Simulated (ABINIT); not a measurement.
# SnTe (Fm-3m) in ABINIT: further runs, part 2 of 2

ABINIT 10.8.3 (patched build). Earlier steps stand in the parts before.

## 3. Single point, r2SCAN

run.abi

```
# Pseudopotentials
pp_dirpath "./"
pseudos "Te.GGA_PBE-JTH.xml, Sn.GGA_PBE-JTH.xml"

# Structure
acell 3*1.0 Angstrom
rprim
     0.0000000000     3.1508500000     3.1508500000
     3.1508500000     0.0000000000     3.1508500000
     3.1508500000     3.1508500000     0.0000000000
ntypat 2
znucl 52 50
natom 2
typat 1 2
xred
     0.5000000000     0.5000000000     0.5000000000
     0.0000000000     0.0000000000     0.0000000000

# Plane-wave basis
ecut 18.0
pawecutdg 36.0

# k points
kptopt 1
ngkpt 3 3 3
nshiftk 1
shiftk 0.0 0.0 0.0

# Exchange and correlation
ixc -497498
usekden 1
pawxcdev 0

# Bands and occupations
nband 14
occopt 3
tsmear 0.05 eV

# SCF cycle
nstep 100
tolvrs 1.0e-7

# Output
iomode 3
prtwf 0
prtden 0
prteig 0
prtebands 0
```

Potentials or basis: JTH PAW PBE v2.0.

Launch:

```sh
$ abinit run.abi > log 2>&1
```

run.abo:

```text
.Version 10.8.3 of ABINIT
 Symmetries : space group Fm -3 m (#225); Bravais cF (face-center cubic)
================================================================================
 Values of the parameters that define the memory need of the present run
     intxc =       0    ionmov =       0      iscf =      17    lmnmax =      18
     lnmax =       6     mgfft =      36  mpssoang =       3    mqgrid =    3001
     natom =       2  nloc_mem =       2    nspden =       1   nspinor =       1
    nsppol =       1      nsym =      48    n1xccc =       1    ntypat =       2
    occopt =       3   xclevel =       2
       mpw =        1550          nfft =       46656          nkpt =           4
 PAW method is used; the additional fine FFT grid is defined by:
   mgfftf=        48    nfftf =    110592
================================================================================
================================================================================

--------------------------------------------------------------------------------
------------- Echo of variables that govern the present computation ------------
--------------------------------------------------------------------------------
 -outvars: echo values of preprocessed input variables --------
            acell      1.8897261259E+00  1.8897261259E+00  1.8897261259E+00 Bohr
              amu      1.27600000E+02  1.18710000E+02
             ecut      1.80000000E+01 Hartree
              ixc     -497498
         kptrlatt        3    0    0      0    3    0      0    0    3
          kptrlen      2.52617160E+01
            natom           2
            nband          14
            ngfft          36      36      36
          ngfftdg          48      48      48
             nkpt           4
            nstep         100
             nsym          48
           ntypat           2
           occopt           3
        pawecutdg      3.60000000E+01 Hartree
         pawxcdev           0
           prtden           0
        prtebands           0
           prteig           0
          prtkden           1
            prtwf           0
            rprim      0.0000000000E+00  3.1508500000E+00  3.1508500000E+00
                       3.1508500000E+00  0.0000000000E+00  3.1508500000E+00
                       3.1508500000E+00  3.1508500000E+00  0.0000000000E+00
          spgroup         225
           tolvrs      1.00000000E-07
           tsmear      1.83746611E-03 Hartree
            typat      1  2
          usekden           1
           useylm           1
           xangst      3.1508500000E+00  3.1508500000E+00  3.1508500000E+00
                       0.0000000000E+00  0.0000000000E+00  0.0000000000E+00
            xcart      5.9542435638E+00  5.9542435638E+00  5.9542435638E+00
                       0.0000000000E+00  0.0000000000E+00  0.0000000000E+00
             xred      5.0000000000E-01  5.0000000000E-01  5.0000000000E-01
                       0.0000000000E+00  0.0000000000E+00  0.0000000000E+00
            znucl       52.00000   50.00000

================================================================================

 chkinp: Checking input parameters for consistency.

================================================================================
== DATASET  1 ==================================================================

--- !DatasetInfo
iteration_state: {dtset: 1, }
dimensions: {natom: 2, nkpt: 4, mband: 14, nsppol: 1, nspinor: 1, nspden: 1, mpw: 1550, }
cutoff_energies: {ecut:  18.0, pawecutdg:  36.0, }
electrons: {nelect:   2.00000000E+01, charge:   0.00000000E+00, occopt:   3.00000000E+00, tsmear:   1.83746611E-03, }
meta: {optdriver: 0, ionmov: 0, optcell: 0, iscf: 17, paral_kgb: 0, }
...

 Real(R)+Recip(G) space primitive vectors, cartesian coordinates (Bohr,Bohr^-1):
[... 97 lines left out ...]
- [  0.0000E+00,   0.0000E+00,   0.0000E+00, Sn]
cartesian_forces: # hartree/bohr
- [ -0.00000000E+00,  -0.00000000E+00,  -0.00000000E+00, ]
- [ -0.00000000E+00,  -0.00000000E+00,  -0.00000000E+00, ]
force_length_stats: {min:   0.00000000E+00, max:   0.00000000E+00, mean:   0.00000000E+00, }
...

 Integrated electronic density in atomic spheres:
 ------------------------------------------------
 Atom  Sphere_radius  Integrated_density
    1        2.31107          3.13063455
    2        2.51086         11.78142297

================================================================================

 ----iterations are completed or convergence reached----

 Mean square residual over all n,k,spin=   70.266E-11; max=  27.605E-09
 reduced coordinates (array xred) for    2 atoms
       0.500000000000      0.500000000000      0.500000000000
       0.000000000000      0.000000000000      0.000000000000
 rms dE/dt=  0.0000E+00; max dE/dt=  0.0000E+00; dE/dt below (all hartree)
    1       0.000000000000      0.000000000000      0.000000000000
    2       0.000000000000      0.000000000000      0.000000000000

 cartesian coordinates (angstrom) at end:
    1      3.15085000000000     3.15085000000000     3.15085000000000
    2      0.00000000000000     0.00000000000000     0.00000000000000

 cartesian forces (hartree/bohr) at end:
    1     -0.00000000000000    -0.00000000000000    -0.00000000000000
    2     -0.00000000000000    -0.00000000000000    -0.00000000000000
 frms,max,avg= 0.0000000E+00 0.0000000E+00   0.000E+00  0.000E+00  0.000E+00 h/b

 cartesian forces (eV/Angstrom) at end:
    1     -0.00000000000000    -0.00000000000000    -0.00000000000000
    2     -0.00000000000000    -0.00000000000000    -0.00000000000000
 frms,max,avg= 0.0000000E+00 0.0000000E+00   0.000E+00  0.000E+00  0.000E+00 e/A
 length scales=  1.889726125908  1.889726125908  1.889726125908 bohr
              =  1.000000000000  1.000000000000  1.000000000000 angstroms
 Fermi (or HOMO) energy (hartree) =  -0.02222   Average Vxc (hartree)=  -0.37173
 Eigenvalues (hartree) for nkpt=   4  k points:
 kpt#   1, nband= 14, wtk=  0.03704, kpt=  0.0000  0.0000  0.0000 (reduced coord)
  -0.86336   -0.86336   -0.86304   -0.86304   -0.86304   -0.52290   -0.20068   -0.11763
  -0.11763   -0.11763    0.10339    0.10339    0.10339    0.15807
      occupation numbers for kpt#   1
   2.00000    2.00000    2.00000    2.00000    2.00000    2.00000    2.00000    2.00000
   2.00000    2.00000    0.00000    0.00000    0.00000    0.00000
 prteigrs : prtvol=0 or 1, do not print more k-points.

--- !EnergyTerms
iteration_state     : {dtset: 1, }
comment             : Components of total free energy in Hartree
kinetic             :  1.41189284893341E+01
hartree             :  2.91570037459811E+01
xc                  : -1.04878284171138E+01
Ewald energy        : -5.23476707194703E+01
psp_core            :  6.43715902811541E+00
local_psp           : -7.89116629619253E+01
PAW spherical_terms :  5.63515405890626E+01
internal            : -3.56825302460162E+01
'-kT*entropy'       : -1.48191199447166E-08
total_energy        : -3.56825302608353E+01
total_energy_eV     : -9.70971113161495E+02
...

--- !EnergyTermsDC
iteration_state     : {dtset: 1, }
comment             : '"Double-counting" decomposition of free energy'
band_energy         : -1.10355288825968E+01
Ewald energy        : -5.23476707194703E+01
psp_core            :  6.43715902811541E+00
xc_dc               : -3.19253662194567E+01
PAW spherical_terms :  5.31890865968690E+01
internal            : -3.56823201965394E+01
'-kT*entropy'       : -1.48191199447166E-08
total_energy_dc     : -3.56823202113585E+01
total_energy_dc_eV  : -9.70965397424051E+02
...

--- !EnergyTermsWithPAWCore
iteration_state     : {dtset: 1, }
comment             : 'Components of total free energy, including PAW core contributions'
Total energy        : -1.29730402595183E+04
Total energy DC     : -1.29730400494688E+04
Total energy (eV)   : -3.53014409286414E+05
Total energy DC (eV): -3.53014403570677E+05
...

 Cartesian components of stress tensor (hartree/bohr^3)
  sigma(1 1)= -4.77913132E-05  sigma(3 2)=  0.00000000E+00
  sigma(2 2)= -4.77913132E-05  sigma(3 1)=  0.00000000E+00
  sigma(3 3)= -4.77913132E-05  sigma(2 1)=  0.00000000E+00

-Cartesian components of stress tensor (GPa)         [Pressure=  1.4061E+00 GPa]
- sigma(1 1)= -1.40606898E+00  sigma(3 2)=  0.00000000E+00
- sigma(2 2)= -1.40606898E+00  sigma(3 1)=  0.00000000E+00
- sigma(3 3)= -1.40606898E+00  sigma(2 1)=  0.00000000E+00

== END DATASET(S) ==============================================================
================================================================================

 -outvars: echo values of variables after computation  --------
            acell      1.8897261259E+00  1.8897261259E+00  1.8897261259E+00 Bohr
           etotal     -3.5682320211E+01
            fcart     -0.0000000000E+00 -0.0000000000E+00 -0.0000000000E+00
                      -0.0000000000E+00 -0.0000000000E+00 -0.0000000000E+00
            rprim      0.0000000000E+00  3.1508500000E+00  3.1508500000E+00
                       3.1508500000E+00  0.0000000000E+00  3.1508500000E+00
                       3.1508500000E+00  3.1508500000E+00  0.0000000000E+00
           strten     -4.7791313171E-05 -4.7791313171E-05 -4.7791313171E-05
                       0.0000000000E+00  0.0000000000E+00  0.0000000000E+00
           xangst      3.1508500000E+00  3.1508500000E+00  3.1508500000E+00
                       0.0000000000E+00  0.0000000000E+00  0.0000000000E+00
             xred      5.0000000000E-01  5.0000000000E-01  5.0000000000E-01
                       0.0000000000E+00  0.0000000000E+00  0.0000000000E+00
 Calculation completed.
```

Run time: 20 s. Hardware: 1 thread of Arm Neoverse V1, shared host; peak memory 0.13 GiB.

Results:

```yaml
Free_energy: -970.9654 eV
Valence_electrons_inside_the_program's_atomic_spheres: Te 3.13; Sn 11.78
```

Levels at points of the mesh, in eV from the Fermi level:
```
           k point  band 6  band 7  band 8  band 9  band 10  band 11  band 12  band 13  band 14
(0.00, 0.00, 0.00)  -13.62   -4.86   -2.60   -2.60    -2.60     3.42     3.42     3.42     4.91
```

Caveat: the k mesh is coarse (spacing up to 0.58 Å⁻¹), so the values aren't converged; the cutoff is too short for stress, so the log's stress isn't used; this odd mesh misses L, where the gap lies, so gap, dielectric constants and Born charges aren't listed; totals of a meta-GGA on PAW files have another zero than those of a GGA; the PAW data sets were made with another functional, which shifts forces and pressure a little.

## 4. Single point, LDA

run.abi, as its differences from that of step 3:

```diff
@@ -2,3 +2,3 @@
 pp_dirpath "./"
-pseudos "Te.GGA_PBE-JTH.xml, Sn.GGA_PBE-JTH.xml"
+pseudos "Te.LDA_PW-JTH.xml, Sn.LDA_PW-JTH.xml"
 
@@ -19,4 +19,4 @@
 # Plane-wave basis
-ecut 18.0
-pawecutdg 36.0
+ecut 408.170794 eV
+pawecutdg 30.0
 
@@ -24,3 +24,3 @@
 kptopt 1
-ngkpt 3 3 3
+ngkpt 9 9 9
 nshiftk 1
@@ -29,5 +29,3 @@
 # Exchange and correlation
-ixc -497498
-usekden 1
-pawxcdev 0
+ixc 7
 
@@ -40,3 +38,3 @@
 nstep 100
-tolvrs 1.0e-7
+tolvrs 1.0e-9
```

Potentials or basis: JTH PAW LDA v2.0.

Launch:

```sh
$ abinit run.abi > log 2>&1
```

Wall time 17 s (1 thread of Arm Neoverse V1, shared host); peak memory 0.12 GiB.

The run converged. Its results:

```yaml
Free_energy: -2131.1135 eV
Valence_electrons_inside_the_program's_atomic_spheres: Te 3.16; Sn 11.83
```

Levels at points of the mesh, in eV from the Fermi level:
| k point | band 7 | band 8 | band 9 | band 10 | band 11 | band 12 | band 13 | band 14 |
| --- | --- | --- | --- | --- | --- | --- | --- | --- |
| (0.00, 0.00, 0.00) | -4.86 | -2.11 | -2.11 | -2.11 | 3.37 | 3.37 | 3.37 | 4.87 |

Caveat: the cutoff is too short for stress, so the log's stress isn't used; this odd mesh misses L, where the gap lies, so gap, dielectric constants and Born charges aren't listed.

## 5. Single point, LDA

run.abi, as its differences from that of step 4:

```diff
@@ -5,7 +5,7 @@
 # Structure
-acell 3*1.0 Angstrom
+acell 4.455974803 4.455974803 4.455974803 Angstrom
 rprim
-     0.0000000000     3.1508500000     3.1508500000
-     3.1508500000     0.0000000000     3.1508500000
-     3.1508500000     3.1508500000     0.0000000000
+     0.0000000000     0.7071067812     0.7071067812
+     0.7071067812     0.0000000000     0.7071067812
+     0.7071067812     0.7071067812     0.0000000000
 ntypat 2
@@ -19,3 +19,3 @@
 # Plane-wave basis
-ecut 408.170794 eV
+ecut 15.0
 pawecutdg 30.0
@@ -24,3 +24,3 @@
 kptopt 1
-ngkpt 9 9 9
+ngkpt 3 3 3
 nshiftk 1
```

Launch:

```sh
$ abinit run.abi > log 2>&1
```

Run time: 3.2 s. Hardware: 1 thread of Arm Neoverse V1, shared host; peak memory 0.12 GiB.

It converged, with:

```
Free energy                                           : -2131.2102 eV
Valence electrons inside the program's atomic spheres : Te 3.16; Sn 11.82
```

Levels at points of the mesh, in eV from the Fermi level:
```csv
k point,band 6,band 7,band 8,band 9,band 10,band 11,band 12,band 13,band 14
"(0.00, 0.00, 0.00)",-12.96,-4.98,-2.23,-2.23,-2.23,3.26,3.26,3.26,4.76
```

Caveat: the k mesh is coarse (spacing up to 0.58 Å⁻¹), so the values aren't converged; the cutoff is too short for stress, so the log's stress isn't used; this odd mesh misses L, where the gap lies, so gap, dielectric constants and Born charges aren't listed.
